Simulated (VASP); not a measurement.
# Pt (Fm-3m) in VASP: notebook

The runs below take Pt through relaxation of cell and atoms, vibrations by finite differences, with PBE.

Program: VASP 6.6.1. These are calculated values, not measurements. Logs are shortened: lines on timing, memory, paths and dates and some standing lists are left out, and cuts for length are marked.

## Step 1: The crystal as given

It takes space group Fm-3m (No. 225, cubic). Conventional cell: a = 3.922 Å, b = 3.922 Å, c = 3.922 Å, α = 90.00°, β = 90.00°, γ = 90.00°. Pt (site symmetry m-3m) has 12 Pt at 2.77 Å as nearest neighbours.

## Step 2: Relaxation of cell and atoms, PBE

File INCAR:

```
PREC     = Accurate       # precision mode
ENCUT    = 350            # plane-wave cutoff, eV
EDIFF    = 1E-7           # SCF threshold, eV
ISMEAR   = 0              # smearing method
SIGMA    = 0.1            # smearing width, eV
LREAL    = False          # projectors in reciprocal space
LASPH    = True           # aspherical terms in the spheres
NELM     = 80             # most SCF steps
ALGO     = Normal         # electronic algorithm
ISIF     = 3              # what is computed and relaxed
LWAVE    = False          # write WAVECAR
LCHARG   = False          # write CHGCAR
GGA      = PE             # functional
IBRION   = 2              # ionic algorithm
NSW      = 80             # ionic steps
EDIFFG   = -0.002         # ionic threshold
```

File KPOINTS:

```
regular mesh
0
Gamma
  18 18 18
```

File POSCAR:

```
Pt
1.0
    0.0000000000      1.9609000000      1.9609000000
    1.9609000000      0.0000000000      1.9609000000
    1.9609000000      1.9609000000      0.0000000000
Pt
1
Direct
    0.0000000000      0.0000000000      0.0000000000
```

Potentials or basis: VASP PAW PBE potentials, release 64 (Pt).

Launch:

```sh
$ cat potpaw_PBE.64/Pt/POTCAR > POTCAR
$ mpirun -np 1 vasp_std > vasp.out
```

OUTCAR:

```text
PREC = Accurate
   ENCUT = 350
   EDIFF = 1E-7
   ISMEAR = 0
   LREAL = False
   LASPH = True
   NELM = 80
   ISIF = 3
   GGA = PE
   IBRION = 2
   NSW = 80
   EDIFFG = -0.002

 ion  position               nearest neighbor table
   1  0.000  0.000  0.000-

  LATTYP: Found a face centered cubic cell.
 ALAT       =     3.9218000000

  Lattice vectors:

 A1 = (   0.0000000000,   1.9609000000,   1.9609000000)
 A2 = (   1.9609000000,   0.0000000000,   1.9609000000)
 A3 = (   1.9609000000,   1.9609000000,   0.0000000000)

Analysis of symmetry for initial positions (statically):
=====================================================================
 Subroutine PRICEL returns:
 Original cell was already a primitive cell.

 Routine SETGRP: Setting up the symmetry group for a
 face centered cubic supercell.

 Subroutine GETGRP returns: Found 48 space group operations
 (whereof 48 operations were pure point group operations)
 out of a pool of 48 trial point group operations.

The static configuration has the point symmetry O_h .

Analysis of symmetry for dynamics (positions and initial velocities):
=====================================================================
 Subroutine PRICEL returns:
 Original cell was already a primitive cell.

 Routine SETGRP: Setting up the symmetry group for a
 face centered cubic supercell.

 Subroutine GETGRP returns: Found 48 space group operations
 (whereof 48 operations were pure point group operations)
 out of a pool of 48 trial point group operations.

The dynamic configuration has the point symmetry O_h .

 Subroutine INISYM returns: Found 48 space group operations
 (whereof 48 operations are pure point group operations),
 and found     1 'primitive' translations

----------------------------------------------------------------------------------------

                                     Primitive cell

  volume of cell :      15.0798

  direct lattice vectors                    reciprocal lattice vectors
     0.000000000  1.960900000  1.960900000    -0.254984956  0.254984956  0.254984956
     1.960900000  0.000000000  1.960900000     0.254984956 -0.254984956  0.254984956
     1.960900000  1.960900000  0.000000000     0.254984956  0.254984956 -0.254984956

  length of vectors
     2.773131374  2.773131374  2.773131374     0.441646899  0.441646899  0.441646899

  position of ions in fractional coordinates (direct lattice)
     0.000000000  0.000000000  0.000000000

  ion indices of the primitive-cell ions
   primitive index   ion index
                 1           1

----------------------------------------------------------------------------------------

 KPOINTS: regular mesh

Automatic generation of k-mesh.
 Grid dimensions read from file:
 generate k-points for:   18   18   18

 Generating k-lattice:

  Cartesian coordinates                     Fractional coordinates (reciprocal lattice)
    -0.014165831  0.014165831  0.014165831     0.055555556  0.000000000  0.000000000
     0.014165831 -0.014165831  0.014165831     0.000000000  0.055555556  0.000000000
     0.014165831  0.014165831 -0.014165831     0.000000000  0.000000000  0.055555556

  Length of vectors
     0.024535939  0.024535939  0.024535939

  Shift w.r.t. Gamma in fractional coordinates (k-lattice)
     0.000000000  0.000000000  0.000000000

 Subroutine IBZKPT returns following result:
 ===========================================

 Found    195 irreducible k-points:

 Following reciprocal coordinates:
            Coordinates               Weight
  0.000000  0.000000  0.000000      1.000000
  0.055556  0.000000  0.000000      8.000000
  0.111111  0.000000  0.000000      8.000000
  0.166667  0.000000  0.000000      8.000000
  0.222222  0.000000  0.000000      8.000000
  0.277778  0.000000  0.000000      8.000000
[... 16 lines left out ...]
 -0.277778  0.055556  0.000000     24.000000
 -0.222222  0.055556  0.000000     24.000000
 [... further k-points ...]
   k-points           NKPTS =    195   k-points in BZ     NKDIM =    195   number of bands    NBANDS=      9
   number of dos      NEDOS =    301   number of ions     NIONS =      1
   total plane-waves  NPLWV =   5832
   dimension x,y,z NGX =    18 NGY =   18 NGZ =   18
   dimension x,y,z NGXF=    36 NGYF=   36 NGZF=   36
   ions per type =               1
   NGX,Y,Z   is equivalent  to a cutoff of  10.79, 10.79, 10.79 a.u.
   NGXF,Y,Z  is equivalent  to a cutoff of  21.58, 21.58, 21.58 a.u.
 SYSTEM =  unknown system
   PREC   = accura    normal or accurate (medium, high low for compatibility)
   ISTART =      0    job   : 0-new  1-cont  2-samecut
   ICHARG =      2    charge: 1-file 2-atom 10-const
   ISPIN  =      1    spin polarized calculation?
   LNONCOLLINEAR =      F non collinear calculations
   LSORBIT =      F    spin-orbit coupling
   LASPH  =      T    aspherical Exc in radial PAW
   ENCUT  =  350.0 eV  25.72 Ry    5.07 a.u.   4.23  4.23  4.23*2*pi/ulx,y,z
   NELM   =     80;   NELMIN=  2; NELMDL= -5     # of ELM steps
   EDIFF  = 0.1E-06   stopping-criterion for ELM
   LREAL  =      F    real-space projection
   EDIFFG = -.2E-02   stopping-criterion for IOM
   NSW    =     80    number of steps for IOM
   IBRION =      2    ionic relax: 0-MD 1-quasi-New 2-CG
   NFREE  =      1    steps in history (QN), initial steepest desc. (CG)
   ISIF   =      3    stress and relaxation
   ISYM   =      2    0-nonsym 1-usesym 2-fastsym
   POTIM  = 0.5000    time-step for ionic-motion
   TEBEG  =    0.0;   TEEND  =   0.0 temperature during run
   PSTRESS=    0.0 pullay stress
   NELECT =      10.0000    total number of electrons
   NUPDOWN=      -1.0000    fix difference up-down
   EMIN   =  10.00;   EMAX   =-10.00  energy-range for DOS
   EFERMI =   0.00;   METHOD = LEGACY
   ISMEAR =     0;   SIGMA  =   0.10  broadening in eV -4-tet -1-fermi 0-gaus
   EFERMI_NEDOS =   21; number of points for ismear=-14 and -15
   IALGO  =     38    algorithm
   IMIX   =      4    mixing-type and parameters
     AMIX     =   0.40;   BMIX     =  1.00
     AMIX_MAG =   1.60;   BMIX_MAG =  1.00
  volume/ion in A,a.u.               =      15.08       101.76
  Fermi-wavevector in a.u.,A,eV,Ry     =   1.427609  2.697791 27.729605  2.038068
  Thomas-Fermi vector in A             =   2.547760
   LORBIT       =      0    0 simple, 1 ext, 2 COOP (PROOUT), +10 PAW based schemes
   GGA     = PE    functional components
   LHFCALC =     F    Hartree Fock is set to
   AEXX    =    0.0000 exact exchange contribution
   IVDW    =     0    specifies the selected vdW correction
   LEPSILON=     F    determine dielectric tensor
   LRPA    =     F    only Hartree local field effects (RPA)
 conjugate gradient relaxation of ions
 non-spin polarized calculation
 Gauss-broadening in eV      SIGMA  =   0.10
  energy-cutoff  :      350.00
  volume of cell :       15.08
 maximum number of plane-waves:       238
 NGX is ok and might be reduce to    18
   NGX =  9   NGY =  9   NGZ =  9

--------------------------------------- Ionic step        1  -------------------------------------------

 number of electron      10.0000005 magnetization

 Free energy of the ion-electron system (eV)
  ---------------------------------------------------
  ext. energy  EPLUGINS =         0.00000000
  ---------------------------------------------------
  free energy    TOTEN  =        -6.08331510 eV

  energy without entropy =       -6.07265039  energy(sigma->0) =       -6.07798274

------------------------ aborting loop because EDIFF is reached ----------------------------------------

  FORCE on cell =-STRESS in cart. coord.  units (eV):
  Direction    XX          YY          ZZ          XY          YZ          ZX
  --------------------------------------------------------------------------------------
  -------------------------------------------------------------------------------------
  Total        0.8319883      0.8319883      0.8319883      0.0000000      0.0000000      0.0000000
  in kB       88.3957644     88.3957644     88.3957644      0.0000000      0.0000000      0.0000000
  external PRESSURE =      88.3957644 kB  Pullay stress =       0.0000000 kB
[... 20 lines left out ...]
  energy  without entropy=       -6.0726503903  energy(sigma->0) =       -6.07798274

--------------------------------------- Ionic step        2  -------------------------------------------

 number of electron      10.0000005 magnetization

 E-fermi :   9.1369     XC(G=0): -12.7909

 val. band max:        9.1366986011   @ k =   0.5000   0.0000   0.0000
 cond. band min:       9.1373342271   @ k =   0.4444   0.1111   0.0000
 fundamental gap:      0.0006356260
 Fermi energy:         9.1369304581

 k-point     1 :       0.0000    0.0000    0.0000
  band No.  band energies     occupation
      1       0.1799      2.00000
      2       6.0155      2.00000
      3       6.0155      2.00000
      4       6.0155      2.00000
      5       7.7862      2.00000
      6       7.7862      2.00000
      7      24.0280      0.00000
      8      28.3343      0.00000
      9      28.3343      0.00000
[... 343 lines left out ...]
  energy  without entropy=       -6.0850371968  energy(sigma->0) =       -6.09064264

--------------------------------------- Ionic step        4  -------------------------------------------

 number of electron       9.9999999 magnetization

 Free energy of the ion-electron system (eV)
  ---------------------------------------------------
  ext. energy  EPLUGINS =         0.00000000
  ---------------------------------------------------
  free energy    TOTEN  =        -6.09626253 eV

  energy without entropy =       -6.08506791  energy(sigma->0) =       -6.09066522

 E-fermi :  10.6657     XC(G=0): -13.3010

 val. band max:       10.6655828653   @ k =  -0.3333   0.3889   0.1111
 cond. band min:      10.6769897984   @ k =   0.4444   0.1111   0.0000
 fundamental gap:      0.0114069331
 Fermi energy:        10.6656757452

 k-point     1 :       0.0000    0.0000    0.0000
  band No.  band energies     occupation
      1       0.7990      2.00000
      2       7.0675      2.00000
      3       7.0675      2.00000
      4       7.0675      2.00000
      5       9.1116      2.00000
      6       9.1116      2.00000
      7      25.3893      0.00000
      8      30.1751      0.00000
      9      30.1751      0.00000
[... 304 lines left out ...]
  FREE ENERGIE OF THE ION-ELECTRON SYSTEM (eV)
  ---------------------------------------------------
  free  energy   TOTEN  =        -6.0962625263 eV

  energy  without entropy=       -6.0850679117  energy(sigma->0) =       -6.09066522

 reached required accuracy - stopping structural energy minimisation
```

Run time: 20 s. Hardware: 1 thread of Intel Xeon 6975P-C (Granite Rapids), shared host; peak memory 0.13 GiB.

What came out:

* Free energy: -6.0963 eV
* Relaxed volume: 15.57 Å³/atom
* Relaxed cell: a = 2.803 Å, b = 2.803 Å, c = 2.803 Å, α = 60.00°, β = 60.00°, γ = 60.00°
* Space group after relaxing (to 0.05 Å): Fm-3m (No. 225)
* Energy gained by relaxing: 12.9 meV/atom
* Ionic steps: 4
* Pressure after relaxing: 0.0 GPa
* Band gap on the k mesh: none (metal or under the smearing width)

The path:
| step | energy change (eV) | largest force (eV/Å) | pressure (GPa) | volume (Å³) |
| --- | --- | --- | --- | --- |
| 1 | 0.0000 | 0.0000 | 8.84 | 15.08 |
| 2 | 0.0701 | 0.0000 | -17.21 | 16.97 |
| 3 | -0.0129 | 0.0000 | -0.26 | 15.58 |
| 4 | -0.0129 | 0.0000 | -0.02 | 15.57 |

Final structure:
```
Pt
1.0
     0.00000    1.98184    1.98184
     1.98184    0.00000    1.98184
     1.98184    1.98184    0.00000
Pt
1
Direct
  0.00000 0.00000 0.00000
```

Levels at points of the mesh, in eV from the Fermi level:
| k point | band 1 | band 2 | band 3 | band 4 | band 5 | band 6 | band 7 | band 8 | band 9 |
| --- | --- | --- | --- | --- | --- | --- | --- | --- | --- |
| (0.00, 0.00, 0.00) | -9.87 | -3.60 | -3.60 | -3.60 | -1.55 | -1.55 | 14.72 | 19.51 | 19.51 |
| (0.50, 0.00, 0.00) | -7.00 | -3.66 | -3.66 | -0.35 | 0.03 | 0.03 | 5.60 | 14.28 | 18.76 |
| (0.50, 0.50, 0.00) | -6.73 | -6.29 | 0.00 | 0.46 | 0.46 | 1.84 | 8.54 | 11.29 | 11.29 |

## Step 3: Relaxation of cell and atoms, PBE

This run uses another cell than the first one, of 15.57 Å³/atom, 1.032 times its volume.

INCAR is that of step 2.

KPOINTS is that of step 2.

File POSCAR:

```
Pt                                      
1.0
    0.0000000000      1.9818389122      1.9818389122
    1.9818389122      0.0000000000      1.9818389122
    1.9818389122      1.9818389122     -0.0000000000
  Pt            
     1
Direct
     0.0000000000000000    0.0000000000000000    0.0000000000000000
```

Potentials or basis: VASP PAW PBE potentials, release 64 (Pt).

Launch:

```sh
$ cat potpaw_PBE.64/Pt/POTCAR > POTCAR
$ mpirun -np 1 vasp_std > vasp.out
```

OUTCAR:

```text
PREC = Accurate
   ENCUT = 350
   EDIFF = 1E-7
   ISMEAR = 0
   LREAL = False
   LASPH = True
   NELM = 80
   ISIF = 3
   GGA = PE
   IBRION = 2
   NSW = 80
   EDIFFG = -0.002

 ion  position               nearest neighbor table
   1  0.000  0.000  0.000-

  LATTYP: Found a face centered cubic cell.
 ALAT       =     3.9636778244

  Lattice vectors:

 A1 = (   0.0000000000,   1.9818389122,   1.9818389122)
 A2 = (   1.9818389122,   0.0000000000,   1.9818389122)
 A3 = (   1.9818389122,   1.9818389122,   0.0000000000)

Analysis of symmetry for initial positions (statically):
=====================================================================
 Subroutine PRICEL returns:
 Original cell was already a primitive cell.

 Routine SETGRP: Setting up the symmetry group for a
 face centered cubic supercell.

 Subroutine GETGRP returns: Found 48 space group operations
 (whereof 48 operations were pure point group operations)
 out of a pool of 48 trial point group operations.

The static configuration has the point symmetry O_h .

Analysis of symmetry for dynamics (positions and initial velocities):
=====================================================================
 Subroutine PRICEL returns:
 Original cell was already a primitive cell.

 Routine SETGRP: Setting up the symmetry group for a
 face centered cubic supercell.

 Subroutine GETGRP returns: Found 48 space group operations
 (whereof 48 operations were pure point group operations)
 out of a pool of 48 trial point group operations.

The dynamic configuration has the point symmetry O_h .

 Subroutine INISYM returns: Found 48 space group operations
 (whereof 48 operations are pure point group operations),
 and found     1 'primitive' translations

----------------------------------------------------------------------------------------

[... 131 lines left out ...]

 number of electron      10.0000000 magnetization

 number of electron       9.9999999 magnetization

 Free energy of the ion-electron system (eV)
  ---------------------------------------------------
  ext. energy  EPLUGINS =         0.00000000
  ---------------------------------------------------
  free energy    TOTEN  =        -6.09904408 eV

  energy without entropy =       -6.08785030  energy(sigma->0) =       -6.09344719

------------------------ aborting loop because EDIFF is reached ----------------------------------------

  FORCE on cell =-STRESS in cart. coord.  units (eV):
  Direction    XX          YY          ZZ          XY          YZ          ZX
  --------------------------------------------------------------------------------------
  -------------------------------------------------------------------------------------
  Total        0.0084075      0.0084075      0.0084075      0.0000000      0.0000000     -0.0000000
  in kB        0.8652517      0.8652517      0.8652517      0.0000000      0.0000000     -0.0000000
  external PRESSURE =       0.8652517 kB  Pullay stress =       0.0000000 kB
[... 57 lines left out ...]
--------------------------------------- Ionic step        3  -------------------------------------------

 number of electron       9.9999998 magnetization

 Free energy of the ion-electron system (eV)
  ---------------------------------------------------
  ext. energy  EPLUGINS =         0.00000000
  ---------------------------------------------------
  free energy    TOTEN  =        -6.09904507 eV

  energy without entropy =       -6.08784660  energy(sigma->0) =       -6.09344583

 E-fermi :  10.6601     XC(G=0): -13.2992

 val. band max:       10.6599844850   @ k =  -0.3333   0.3889   0.1111
 cond. band min:      10.6715138667   @ k =   0.4444   0.1111   0.0000
 fundamental gap:      0.0115293817
 Fermi energy:        10.6601060510

 k-point     1 :       0.0000    0.0000    0.0000
  band No.  band energies     occupation
      1       0.7972      2.00000
      2       7.0623      2.00000
      3       7.0623      2.00000
      4       7.0623      2.00000
      5       9.1060      2.00000
      6       9.1060      2.00000
      7      25.3847      0.00000
      8      30.1691      0.00000
      9      30.1691      0.00000
[... 265 lines left out ...]
 k-point    24 :      -0.2222    0.0556    0.0000
  band No.  band energies     occupation
      1       2.7915      2.00000
      2       6.5986      2.00000
      3       7.4381      2.00000
      4       7.5016      2.00000
      5       8.9291      2.00000
      6       9.5729      2.00000
      7      24.1650      0.00000
      8      27.1378      0.00000
      9      31.3888      0.00000

 [... further k-points ...]

------------------------ aborting loop because EDIFF is reached ----------------------------------------

  FORCE on cell =-STRESS in cart. coord.  units (eV):
  Direction    XX          YY          ZZ          XY          YZ          ZX
  --------------------------------------------------------------------------------------
  -------------------------------------------------------------------------------------
  Total        0.0010843      0.0010843      0.0010843      0.0000000     -0.0000000      0.0000000
  in kB        0.1115589      0.1115589      0.1115589      0.0000000     -0.0000000      0.0000000
  external PRESSURE =       0.1115589 kB  Pullay stress =       0.0000000 kB
[... 16 lines left out ...]
  FREE ENERGIE OF THE ION-ELECTRON SYSTEM (eV)
  ---------------------------------------------------
  free  energy   TOTEN  =        -6.0990450673 eV

  energy  without entropy=       -6.0878466000  energy(sigma->0) =       -6.09344583

 reached required accuracy - stopping structural energy minimisation
```

CONTCAR:

```text
Pt
   1.00000000000000
     0.0000000000000000    1.9820238402883799    1.9820238402883799
     1.9820238402883799    0.0000000000000000    1.9820238402883799
     1.9820238402883799    1.9820238402883799   -0.0000000000000000
  Pt
     1
Direct
     0.0000000000000000    0.0000000000000000    0.0000000000000000

  0.00000000E+00  0.00000000E+00  0.00000000E+00
```

Run time: 14 s. Hardware: 1 thread of Intel Xeon 6975P-C (Granite Rapids), shared host; peak memory 0.13 GiB.

Results:

```yaml
Free_energy: -6.0990 eV
Relaxed_volume: 15.57 Å³/atom
Relaxed_cell: a = 2.803 Å, b = 2.803 Å, c = 2.803 Å, α = 60.00°, β = 60.00°, γ = 60.00°
Space_group_after_relaxing_to_0.05_Å: Fm-3m (No. 225)
Energy_gained_by_relaxing: 0.0 meV/atom
Ionic_steps: 3
Pressure_after_relaxing: 0.0 GPa
Band_gap_on_the_k_mesh: none (metal or under the smearing width)
```

Final structure:
```yaml
crystal:
  lattice:
    - [0.00000, 1.98202, 1.98202]
    - [1.98202, 0.00000, 1.98202]
    - [1.98202, 1.98202, 0.00000]
  atoms:
    - { symbol: Pt, position: [0.00000, 0.00000, 0.00000] }
```

(Part 1 of 2 ends here.)
